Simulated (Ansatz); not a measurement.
In, 1 atom in the cell. Symmetry: I4/mmm, No. 139, tetragonal system. The conventional cell has a = 3.251 Å, b = 3.251 Å, c = 4.947 Å, α = 90.00°, β = 90.00°, γ = 90.00°. In (site symmetry 4/mmm) has 12 In at 3.25 to 3.38 Å as nearest neighbours. 

- Program: Ansatz 0.2.0
- Task: relaxation of cell and atoms
- Functional: revPBE
- Dispersion: D3(BJ)
- Potentials or basis: Ansatz PAW
- Cutoff: 420 eV (not typed: the program's choice for these potentials)
- k mesh: 11 × 11 × 11
- Occupations: fermi-dirac, width 0.05 eV
- Spin: no spin polarisation

Potentials or basis: Ansatz PAW.

Launch:

```sh
$ ansatz run input.yaml --threads 2 --pin off --max-ram 5632MiB --backend cpu --events-out ev --progress --plain --runs-dir out
```

Hardware: 2 threads of Arm Neoverse N1, with other jobs on the host.

Estimate the wall time of this run.

Run time: 14 s on 2 threads of Arm Neoverse N1, with other jobs on the host, peak memory 0.33 GiB. Counts: scf iterations 26, plane waves 533, k points 126, bands 11, ion steps 6.
